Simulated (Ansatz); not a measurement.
# How settings move the G0W0 gap of SnS2 (CdI2 type)

SnS2 (CdI2 type), relaxed with r2SCAN+rVV10; one-shot G0W0 in Ansatz without spin-orbit coupling. Spin-unpolarised throughout; all numbers are computed.

```cif
data_structure
_symmetry_space_group_name_H-M 'P-3m1'
_symmetry_Int_Tables_number 164
_cell_length_a 3.6608
_cell_length_b 3.6608
_cell_length_c 5.9618
_cell_angle_alpha 90.000
_cell_angle_beta 90.000
_cell_angle_gamma 120.000
_cell_volume 69.19
loop_
_atom_site_label
_atom_site_type_symbol
_atom_site_symmetry_multiplicity
_atom_site_Wyckoff_symbol
_atom_site_fract_x
_atom_site_fract_y
_atom_site_fract_z
_atom_site_occupancy
Sn1 Sn 1 a 0.00000 0.00000 0.00000 1
S1 S 2 d 0.33333 0.66667 0.24559 1
```

Gaps are read over the mesh points alone. G0W0 values are finite-basis, finite-mesh values.

| start | potentials | frequency model | mesh | empty bands | screening cutoff (eV) | Kohn-Sham gap (eV) | G0W0 gap (eV) | rough cost |
| --- | --- | --- | --- | --- | --- | --- | --- | --- |
| PBE | PAW | contour deformation | 6×6×2 | 112 | 80 | 1.52 | 2.35 | 26 core-seconds |
| PBE | PAW | contour deformation | 6×6×2 | 260 | 140 | 1.52 | 2.37 | 100 core-seconds |
| PBE | PAW | contour deformation | 6×6×2 | 478 | 210 | 1.52 | 2.37 | 7 core-minutes |
| HSE06 | PAW | contour deformation | 6×6×2 | 260 | 140 | 2.42 | 2.81 | 3 core-minutes |
| LDA | PAW | contour deformation | 6×6×2 | 260 | 140 | 1.35 | 2.27 | 100 core-seconds |
| r2SCAN | PAW | contour deformation | 6×6×2 | 260 | 140 | 1.83 | 2.58 | 110 core-seconds |
| PBE | PAW | Godby-Needs pole | 6×6×2 | 260 | 140 | 1.52 | 2.42 | 2.8 core-minutes |
| PBE | PAW | contour deformation | 6×6×4 | 112 | 80 | 1.50 | 2.31 | 100 core-seconds |
| PBE | norm-conserving | contour deformation | 6×6×2 | 260 | 140 | 1.52 | 2.39 | 3 core-minutes |

The quasiparticle gap on this mesh is 2.37 eV (Γ to L), against 1.52 eV from PBE: +0.85 eV. Renormalisation factors Z lie between 0.71 and 0.79.

Raising bands and cutoff together moves the gap by +0.02 eV (80 to 140 eV), then 0.00 eV (140 to 210 eV); the last step is small, which bounds nothing strictly. Starting from HSE06 (2.42 eV against PBE's 1.52 eV) gives 2.81 eV, +0.44 eV from G0W0@PBE at the same screening cutoff. Starting from LDA (1.35 eV against PBE's 1.52 eV) gives 2.27 eV, -0.10 eV from G0W0@PBE at the same screening cutoff. Starting from r2SCAN (1.83 eV against PBE's 1.52 eV) gives 2.58 eV, +0.21 eV from G0W0@PBE at the same screening cutoff. The Godby-Needs plasmon pole differs from contour deformation by +0.05 eV. A 6×6×4 mesh in place of 6×6×2 changes the opening over PBE by -0.02 eV (the gap on the mesh by -0.04 eV, the PBE gap by -0.02 eV). Norm-conserving potentials (wave cutoff 980 eV against 420 eV) shift the quasiparticle gap by +0.02 eV and the PBE gap by 0.00 eV. r2SCAN runs take a wave cutoff of 500 eV.
